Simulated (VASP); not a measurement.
**CuO (Tenorite): relaxation of cell and atoms with LDA**

The system is CuO (Tenorite).

```xyz
4
Lattice="2.3447 -1.7134 0.0000 2.3447 1.7134 0.0000 -0.8606 0.0000 5.0594" Properties=species:S:1:pos:R:3 pbc="T T T"
Cu    0.7420   -0.8457    2.5297
Cu    1.1723    0.8457    0.0000
O     1.6421    0.2841    3.8133
O     2.0724   -0.2841    1.2836
```

- Program: VASP 6.6.1
- Task: relaxation of cell and atoms
- Functional: LDA
- Potentials or basis: VASP PAW LDA potentials, release 64 (Cu, O)
- Cutoff: 600 eV
- k mesh: 8 × 8 × 4
- Occupations: fermi-dirac, width 0.05 eV
- Spin: no spin polarisation
- Ladder: gaps
- Further INCAR settings: ALGO = Fast; EDIFF = 1e-06; IBRION = 2; EDIFFG = -0.02; NSW = 40; ISIF = 3

```json
{
  "Relaxed volume": "10.30 Å³/atom",
  "Relaxed cell": "a = 2.854 Å, b = 2.854 Å, c = 5.058 Å, α = 90.08°, β = 90.08°, γ = 87.94°",
  "Space group after relaxing (to 0.05 Å)": "Cccm (No. 66)",
  "Energy gained by relaxing": "58.3 meV/atom",
  "Ionic steps": "34",
  "Pressure after relaxing": "0.1 GPa",
  "Largest force after relaxing": "0.019 eV/Å",
  "Band gap on the k mesh": "none (metal or under the smearing width)"
}
```

Forces in eV/Å, atoms in the order of the input:
```
Cu   0.002  0.001  0.011
Cu   0.002 -0.001  0.011
O   -0.002 -0.015 -0.011
O   -0.002  0.015 -0.011
```

Stress tensor (GPa, compression positive):
```
 0.07  0.00 -0.12
 0.00  0.07  0.00
-0.12  0.00  0.15
```

Step by step:
| step | energy change (eV) | largest force (eV/Å) | pressure (GPa) | volume (Å³) |
| --- | --- | --- | --- | --- |
| 1 | 0.0000 | 0.7906 | -8.92 | 40.65 |
| 2 | -0.0830 | 0.0400 | 8.71 | 37.41 |
| 3 | -0.1099 | 0.2992 | 2.13 | 38.42 |
| 4 | -0.1215 | 0.1895 | 0.35 | 38.84 |
| 5 | -0.1215 | 0.1848 | -0.02 | 38.83 |
| 6 | -0.1281 | 0.1534 | 0.13 | 38.96 |
| 7 | -0.1440 | 0.0620 | 0.00 | 39.34 |
| 8 | -0.1553 | 0.2495 | 0.36 | 40.06 |
| 9 | -0.1586 | 0.2388 | 0.25 | 40.14 |
| 10 | -0.1675 | 0.2144 | -0.09 | 40.38 |
| 11 | -0.1820 | 0.1918 | -0.92 | 40.84 |
| 12 | -0.1956 | 0.2572 | -2.46 | 41.68 |
| 13 | -0.2127 | 0.1652 | -1.06 | 41.43 |
| 14 | -0.2231 | 0.0803 | 0.77 | 41.08 |
| 15 | -0.2234 | 0.0833 | 1.31 | 40.99 |
| 16 | -0.2278 | 0.0698 | -0.09 | 41.23 |
| 17 | -0.2283 | 0.0899 | -0.40 | 41.30 |
| 18 | -0.2283 | 0.0966 | -0.66 | 41.33 |
| 19 | -0.2298 | 0.0786 | -0.25 | 41.22 |
| 20 | -0.2305 | 0.0751 | 0.11 | 41.11 |
| 21 | -0.2310 | 0.0396 | 0.05 | 41.12 |
| 22 | -0.2311 | 0.0326 | 0.00 | 41.13 |
| 23 | -0.2315 | 0.0132 | 0.03 | 41.13 |
| 24 | -0.2319 | 0.0311 | 0.10 | 41.15 |
| 25 | -0.2322 | 0.0217 | 0.14 | 41.17 |
| 26 | -0.2328 | 0.0143 | -0.31 | 41.24 |
| 27 | -0.2328 | 0.0258 | -0.17 | 41.26 |
| 28 | -0.2328 | 0.0427 | -0.42 | 41.31 |
| 29 | -0.2328 | 0.0320 | -0.27 | 41.28 |
| 30 | -0.2331 | 0.0269 | -0.10 | 41.23 |
| 31 | -0.2332 | 0.0318 | 0.01 | 41.19 |
| 32 | -0.2331 | 0.0349 | 0.45 | 41.12 |
| 33 | -0.2332 | 0.0295 | 0.17 | 41.17 |
| 34 | -0.2334 | 0.0188 | 0.10 | 41.18 |

Final structure:
```
Cu O
1.0
     2.04831   -1.98160    0.15612
     2.04831    1.98160    0.15612
    -0.39413    0.00000    5.04306
Cu O
2 2
Cartesian
  2.8510 0.9907 2.7629
  3.0481 -0.9907 0.2413
  1.7285 0.0039 3.9463
  1.9256 -0.0039 1.4248
```

Levels at points of the mesh, in eV from the Fermi level:
```tsv
k point	band 14	band 15	band 16	band 17	band 18	band 19	band 20	band 21
(0.00, 0.00, 0.00)	-2.63	-2.53	-2.12	0.65	0.74	1.62	6.13	7.52
(0.50, 0.00, 0.00)	-2.10	-1.74	-1.65	0.22	0.45	3.38	6.07	6.76
(0.50, 0.50, 0.00)	-2.56	-1.70	-1.31	-1.28	1.20	1.78	7.10	9.76
(0.00, 0.00, 0.50)	-2.52	-1.70	-1.70	0.05	0.05	3.66	3.66	11.80
(0.50, 0.00, 0.50)	-2.60	-2.22	-2.00	-0.13	0.70	4.14	6.06	8.33
(0.50, 0.50, 0.50)	-2.14	-1.55	-1.55	-0.52	-0.52	3.77	3.77	10.88
```

Wall time 7.3 min on 2 MPI ranks on AMD EPYC 9R45 96-Core Processor (Zen 5), on a shared host, peak memory 0.18 GiB a rank.

Caveat: the run has no spin polarisation, though such a crystal can be magnetic; semilocal functionals often make such compounds metallic where correlation or magnetic order opens a gap, which also shifts bond lengths. With open d or f shells a metallic result of LDA can be an artefact of self-interaction; +U or a hybrid may open a gap.
